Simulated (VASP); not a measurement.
Input of a VASP 6.6.1 run:

Contents of INCAR:

```
SYSTEM = KCl
PREC     = Accurate       ! precision mode
ENCUT    = 520            ! plane-wave cutoff, eV
EDIFF    = 1E-7           ! SCF threshold, eV
ISMEAR   = -1             ! smearing method
SIGMA    = 0.05           ! smearing width, eV
LREAL    = .False.        ! projectors in reciprocal space
LASPH    = .True.         ! aspherical terms in the spheres
NELM     = 60             ! most SCF steps
ALGO     = Normal         ! electronic algorithm
ISIF     = 2              ! what is computed and relaxed
LWAVE    = .False.        ! write WAVECAR
LCHARG   = .False.        ! write CHGCAR
GGA      = PS             ! functional
IVDW     = 12             ! dispersion correction
NBANDS   = 15             ! bands
```

File KPOINTS:

```
regular mesh
0
Gamma
  7 7 7
  0 0 0
```

The input POSCAR:

```
KCl
1.0
    0.0000000000      3.0696993839      3.0696993839
    3.0696993839      0.0000000000      3.0696993839
    3.0696993839      3.0696993839      0.0000000000
K Cl
1 1
Direct
    0.0000000000      0.0000000000      0.0000000000
    0.5000000000      0.5000000000      0.5000000000
```

Potentials or basis: VASP PAW PBE potentials, release 64 (K_sv, Cl).

The run is started by

```console
$ cat potpaw_PBE.64/K_sv/POTCAR potpaw_PBE.64/Cl/POTCAR > POTCAR
$ mpirun -np 1 vasp_std > vasp.out
```

Problem. Estimate the dispersion energy per atom.

Solution. -0.202 eV.

Problem. Estimate the pressure.

Solution. 0.0 GPa.

Caveat: three body term missing; the PAW data sets were made with another functional, which shifts forces and pressure a little.

**The experiment to reproduce.**

A printed reference work, monograph reports, for a bulk crystal of KCl: band gap 8.68 eV.

Measured gap of KCl: 8.68 eV (a printed reference work, monograph). This calculation gives 5.27 eV (-3.41 eV). The value is that of PBEsol+D3(BJ), without temperature or zero-point motion. Semilocal functionals fall short of measured gaps as a rule.
